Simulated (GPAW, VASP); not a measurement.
This is a calculation of Co for VASP 6.6.1. 

The input INCAR:

```
  PREC = Accurate
  ENCUT = 500
  EDIFF = 1E-6
  ISMEAR = 0
  SIGMA = 0.1
  LREAL = False
  LASPH = True
  NELM = 100
  ALGO = Normal
  ISIF = 2
  LWAVE = False
  LCHARG = False
  ISPIN = 2
  MAGMOM = 2 2
  LORBIT = 11
  LMAXMIX = 4
  GGA = PS
  NBANDS = 20
```

Contents of KPOINTS:

```
Automatic mesh
0
Gamma
  12 12 7
```

Contents of POSCAR:

```
Co
1.0
    2.4719999032      0.0000000000      0.0000000000
   -1.2359999516      2.1408147143      0.0000000000
    0.0000000000      0.0000000000      4.0211440800
Co
2
Direct
    0.6666666667      0.3333333333      0.7500000000
    0.3333333333      0.6666666667      0.2500000000
```

Potentials or basis: VASP PAW PBE potentials, release 64 (Co).

The run is started by

```bash
$ cat potpaw_PBE.64/Co/POTCAR > POTCAR
$ mpirun -np 1 vasp_std > vasp.out
```

Problem. Translate it to GPAW 26.7.0 (ASE script). Potentials or basis there: PAW data sets generated for this functional, cutoff 600 eV.

Solution. As run (cutoffs and basis follow the program's own potentials, and thresholds, step limits or extra output files can differ):

File run.py:

```python
from ase.dft.bandgap import bandgap
from ase.io import read, write
from ase.units import GPa
from gpaw import GPAW, PW, setup_paths

setup_paths.insert(0, '.')

atoms = read('POSCAR')
atoms.set_initial_magnetic_moments([2.0, 2.0])

calc = GPAW(mode=PW(600),
            xc='PBEsol',
            kpts={'size': (12, 12, 7), 'gamma': True},
            occupations={'name': 'methfessel-paxton', 'order': 0, 'width': 0.1},
            nbands=21,
            convergence={'density': 1e-05, 'energy': 1e-05},
            maxiter=150,
            txt='gpaw.txt')
atoms.calc = calc
energy = atoms.get_potential_energy()
forces = atoms.get_forces()
stress = atoms.get_stress()
calc.write('gs.gpw')
write('result.traj', atoms)
print(f'Energy: {energy:.6f} eV')
print('Forces (eV/A):')
print(forces.round(4))
print('Stress (GPa):', (stress / GPa).round(3))
print('Moments:', calc.get_magnetic_moments().round(3))
print('Fermi level:', round(calc.get_fermi_level(), 4), 'eV')
print(f'Gap: {bandgap(calc)[0]:.4f} eV, direct: {bandgap(calc, direct=True)[0]:.4f} eV')
```

The input POSCAR:

```
Co
1.0
    2.4719999032      0.0000000000      0.0000000000
   -1.2359999516      2.1408147143      0.0000000000
    0.0000000000      0.0000000000      4.0211440800
Co
2
Direct
    0.6666666667      0.3333333333      0.7500000000
    0.3333333333      0.6666666667      0.2500000000
```

Potentials or basis: PAW data sets generated in the run's folder for this functional, pw.

Run with:

```console
$ gpaw-setup -f PBEsol Co
$ OMP_NUM_THREADS=1 python run.py
```

Both were run:

|  | VASP | GPAW |
| --- | --- | --- |
| Pressure | -6.6 GPa | -5.3 GPa |
| Net moment | 3.19 μB per cell | 3.20 μB per cell |

VASP's potentials were made for PBE.

The magnetic state is the one that the start led to; the real crystal's order can differ.

Pressure is positive in compression.
